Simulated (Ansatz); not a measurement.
GeO2:
```
CELL_PARAMETERS angstrom
      4.88953     0.00000     0.00000
     -2.44477     4.23446     0.00000
      0.00000     0.00000     5.61458
ATOMIC_POSITIONS crystal
  Ge 0.44588 0.00000 0.66667
  Ge 0.00000 0.44588 0.33333
  Ge 0.55412 0.55412 0.00000
  O  0.39137 0.31126 0.75139
  O  0.31126 0.39137 0.24861
  O  0.68874 0.08011 0.41806
  O  0.60863 0.91989 0.91527
  O  0.91989 0.60863 0.08473
  O  0.08011 0.68874 0.58194
```

Tensor components refer to the Cartesian frame of this cell.

Problem. Give the high-frequency dielectric tensor and the Born effective charge tensors of the independent atoms from DFPT, LDA in the plane-wave PAW code Ansatz.

Solution. 
ε∞:
```
3.20  0.00  0.00
0.00  3.20  0.00
0.00  0.00  3.32
```
Z* of atom 1 (Ge), rows: field, columns: displacement, in e:
```
 3.06   0.00   0.00
 0.00   3.66  -0.72
 0.00   0.52   3.60
```
Z* of atom 4 (O), rows: field, columns: displacement, in e:
```
-1.31   0.51   0.30
 0.42  -2.06  -0.69
 0.16  -0.76  -1.80
```

Space group P3_221. The LDA relaxation kept the symmetry of its start. Scalar-relativistic: spin–orbit coupling is off unless named, which matters more the heavier the elements.

Potentials: the later of the program's two PAW sets.
